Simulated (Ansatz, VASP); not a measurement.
**CuAu in VASP and in Ansatz**

Contents of INCAR:

```
PREC = Accurate ; ENCUT = 520
EDIFF = 1E-7 ; ISMEAR = -1
SIGMA = 0.05 ; LREAL = False
LASPH = True ; NELM = 60
ALGO = Normal ; ISIF = 2
LWAVE = False ; LCHARG = False
GGA = PS ; NBANDS = 18
```

KPOINTS

```
regular mesh
0
Gamma
  9 9 7
```

POSCAR

```
CuAu
1.0
    2.8107494552      0.0000000000      0.0000000000
    0.0000000000      2.8107494552      0.0000000000
    0.0000000000      0.0000000000      3.6850000000
Au Cu
1 1
Direct
   -0.0070600000      0.0031540000     -0.0155730000
    0.4965640000      0.4897100000      0.4947630000
```

The input input.yaml:

```yaml
crystal:
  lattice:
    - [2.8107494552, 0.0, 0.0]
    - [0.0, 2.8107494552, 0.0]
    - [0.0, 0.0, 3.685]
  atoms:
    - { symbol: Au, position: [-0.00706, 0.003154, -0.015573] }
    - { symbol: Cu, position: [0.496564, 0.48971, 0.494763] }
hamiltonian:
  xc: pbesol
  pseudopotentials: { kind: paw }
kpoints:
  mp_grid: { grid: [9, 9, 7] }
scf:
  occupations: { method: fermi_dirac, width: 0.05 }
output:
  forces: true
  stress: true
  eigenvalues: true
```

Change from the starting cell: atoms moved at random, drawn with an rms of 0.05 Å.

Alike in both runs: task single point; functional PBEsol; k mesh 9 × 9 × 7; occupations fermi-dirac, width 0.05 eV; no spin polarisation.

|  | VASP | Ansatz |
| --- | --- | --- |
| version | VASP 6.6.1 | Ansatz 0.2.0 |
| potentials or method | VASP PAW PBE potentials, release 64 (Au, Cu) | Ansatz PAW |
| plane-wave cutoff (eV) | 520 | 420 |
| valence electrons in the cell | 22 | 38 |

Ansatz gave:

```
gap on the k mesh at the Fermi level (eV)       : none
pressure (GPa)                                  : -3.8
largest component of the traceless stress (GPa) : 0.20
rms of the force components (eV/Å)              : 0.160
```

Task: Which values does VASP return?

Result: gap on the k mesh at the Fermi level (eV): none; pressure (GPa): -3.8; largest component of the traceless stress (GPa): 0.16; rms of the force components (eV/Å): 0.160.

Atom by atom the forces differ by 0.000 eV/Å (rms over components). A gap of «none» marks a metal or a gap that the smearing closes. The two sets of potentials don't hold the same shells in valence.

Caveats: the PAW data sets were made with another functional, which shifts forces and pressure a little (VASP); the PAW data sets come from PBE, with cores solved anew for the run's functional, which leaves a small shift of forces and pressure (Ansatz). The runs have no spin-orbit coupling, so splittings on Au are missing.
